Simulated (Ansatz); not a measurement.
Cubic perovskite BaSnO3 was calculated with r²SCAN0 (Ansatz, an electronic-structure program, plane waves, PAW).

Input:

Ansatz 0.2 input:
```yaml
crystal:
  lattice:
    - [4.116, 0.0, 0.0]
    - [0.0, 4.116, 0.0]
    - [0.0, 0.0, 4.116]
  atoms:
    - { symbol: Ba, position: [0.0, 0.0, 0.0] }
    - { symbol: Sn, position: [0.5, 0.5, 0.5] }
    - { symbol: O, position: [0.5, 0.0, 0.5] }
    - { symbol: O, position: [0.0, 0.5, 0.5] }
    - { symbol: O, position: [0.5, 0.5, 0.0] }
basis:
  ecutwfc: 520
  ecutrho_ratio: 4
  xc_grid: 3
kpoints:
  mp_grid: { grid: [6, 6, 6] }
hamiltonian:
  xc: r2scan0
  dispersion: none
  pseudopotentials: { kind: paw }
scf:
  occupations: { method: fermi_dirac, width: 0.01 }
  convergence: { dr2_threshold: 0.0000000005 }
output:
  forces: true
  stress: true
  eigenvalues: true
```

Task: How many irreducible k-points, plane waves at Γ does the program set up, and what pressure does the run end with?

Result: 20 irreducible k-points, 1863 plane waves at Γ; P = -1.93 GPa, so the cell is stretched on average and its volume would shrink at this level.

From the output:

```
WARN output.stress: scf.exx.energy_threshold = 1e-6 eV is looser than the 5e-8 eV advised for a stress under a hybrid functional (1e-8 eV for each atom of the …
Crystal: 5 atoms, lattice volume = 69.731 Å³
Basis set: ecut = 520 eV, 1863 PW (Γ), exchange–correlation on 96×96×96 points (27 copies of the dense FFT grid, shifted against one another)
Bands: 26, of which v1, the nominal top of the filled ones, is band 21 counted from 1 (20 counted from 0)
Symmetry: 48 space group operations
Space group: Pm-3m (ITA 221), of the structure as read, at distance tolerance 4.1e-5 Å
k-points: 20 of 216
Functional: x = r2scan, c = r2scan; τ floored in thin density (d = 2e-4 eV/Å³), warm-up for x = 0.75 r2scan + 0.25 exact, c = r2scan; τ floored in thin density (d = 2e-4 eV/Å³)
SCF iter   1: F=—  HF=-13713.227684 eV  |F-HF|=—  |Δ(HF+E_count)|=         —  Δρ=9.76e-3  dr2=6.49e-2  dr2_τ=1.94e-1
SCF iter   2: F=—  HF=-13713.364145 eV  |F-HF|=—  |Δ(HF+E_count)|=   1.36e-1  Δρ=5.94e-3  dr2=8.52e-3  dr2_τ=2.65e-3
  ...
Crystal: 5 atoms, lattice volume = 69.731 Å³
Initial density: handed on by an earlier stage of this run
Functional: x = 0.75 r2scan + 0.25 exact, c = r2scan; τ floored in thin density (d = 2e-4 eV/Å³)
Crystal: 5 atoms, lattice volume = 69.731 Å³
SCF iter   4: F=—  HF=-13712.190387 eV  |F-HF|=—  |Δ(HF+E_count)|=   1.30e-7  Δρ=3.78e-6  dr2=9.80e-9  dr2_τ=8.78e-10
SCF iter   5: F=-13712.190387 eV  HF=-13712.190387 eV  |F-HF|=4.91e-11  |Δ(HF+E_count)|=   2.10e-9  Δρ=6.31e-7  dr2=4.08e-10  dr2_τ=1.42e-11
SCF 3 converged in 5 iterations: F = -13712.190387 eV  dr2 = 4.08e-10
Free energy (F): -13712.190386 eV
Internal energy: -13712.190386 eV  (E = F + TS)
E sigma→0 (E₀):  -13712.190386 eV
Fermi energy:    10.389199 eV
--- Forces (eV/Å), atoms counted from 1 ---
  atom   1  Ba    -0.00000000     0.00000000     0.00000000
  atom   2  Sn     0.00000000    -0.00000000    -0.00000000
  atom   3  O      0.00000000    -0.00000000     0.00000000
  atom   4  O      0.00000000    -0.00000000     0.00000000
  atom   5  O      0.00000000    -0.00000000     0.00000000
--- Stress (GPa, compression-positive) ---
       -1.931972       0.000000       0.000000
        0.000000      -1.931972       0.000000
        0.000000       0.000000      -1.931972
  P = ⅓ Tr σ = -1.9320 GPa (-19.320 kbar)
```

The PAW data were made under PBE.

Note: cell and atoms aren't relaxed at this level (pressure -1.9 GPa).
